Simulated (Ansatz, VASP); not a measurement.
Mo: VASP beside Ansatz

File INCAR:

```
SYSTEM = Mo
PREC = Accurate
ENCUT = 520
EDIFF = 1E-6
ISMEAR = 0
SIGMA = 0.15
LREAL = .False.
LASPH = .True.
NELM = 80
ALGO = Fast
ISIF = 2
LWAVE = .False.
LCHARG = .False.
GGA = PE
NBANDS = 13
```

Contents of KPOINTS:

```
Automatic mesh
0
Gamma
  22 22 22
  0 0 0
```

POSCAR

```
Mo
1.0
    0.0000000000      2.1024437638      1.6676583935
    2.1024437638      0.0000000000      1.6676583935
    2.1024437638      2.1024437638      0.0000000000
Mo
1
Direct
    0.0000000000      0.0000000000      0.0000000000
```

Input for Ansatz:

```yaml
crystal:
  lattice:
    - [0.0, 2.1024437638, 1.6676583935]
    - [2.1024437638, 0.0, 1.6676583935]
    - [2.1024437638, 2.1024437638, 0.0]
  atoms:
    - { symbol: Mo, position: [0.0, 0.0, 0.0] }
basis:
  ecutwfc: 420
kpoints:
  mp_grid: { grid: [22, 22, 22] }
hamiltonian:
  xc: pbe
scf:
  occupations: { method: gaussian, width: 0.15 }
output:
  forces: true
  stress: true
  eigenvalues: true
```

Alike in both runs: task single point; functional PBE; k mesh 22 × 22 × 22; occupations gaussian, width 0.15 eV; no spin polarisation.

```csv
,VASP,Ansatz
version,VASP 6.6.1,Ansatz 0.2.0
potentials or method,"VASP PAW PBE potentials, release 64 (Mo_sv)","scalar-relativistic, plane waves, PAW"
plane-wave cutoff (eV),520,420
valence electrons in the cell,14,14
```

```csv
,VASP,Ansatz,Ansatz less VASP
gap on the k mesh at the Fermi level (eV),none,none,-
pressure (GPa),22.9,22.2,-0.68
largest component of the traceless stress (GPa),21.77,21.80,+0.028
```

A gap of «none» marks a metal or a gap that the smearing closes.

Caveats: so large a pressure means that the cell lies far from this level's equilibrium, or that cutoff or potentials fall short (VASP).
